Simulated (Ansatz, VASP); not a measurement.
**Ir: VASP beside Ansatz**

```xyz
1
Lattice="0.0000 1.9283 1.9283 1.9283 0.0000 1.9283 1.9283 1.9283 0.0000" Properties=species:S:1:pos:R:3 pbc="T T T"
Ir    0.0000    0.0000    0.0000
```

Change from the starting cell: volume scaled by 1.02.

Alike in both runs: task single point; functional PBE; k mesh 12 × 12 × 12; occupations fermi-dirac, width 0.05 eV; no spin polarisation.

|  | VASP | Ansatz |
| --- | --- | --- |
| version | VASP 6.6.1 | Ansatz 0.2.0 |
| potentials or method | VASP PAW PBE potentials, release 64 (Ir) | Ansatz PAW |
| plane-wave cutoff (eV) | 520 | 420 |
| valence electrons in the cell | 9 | 17 |

```csv
,VASP,Ansatz,Ansatz less VASP
gap on the k mesh at the Fermi level (eV),none,none,-
pressure (GPa),4.1,3.5,-0.55
```

A gap of «none» marks a metal or a gap that the smearing closes. The functional is the same, so the differences come from potentials, cutoffs and numerics. The two sets of potentials don't hold the same shells in valence.

The runs have no spin-orbit coupling, so splittings on Ir are missing.
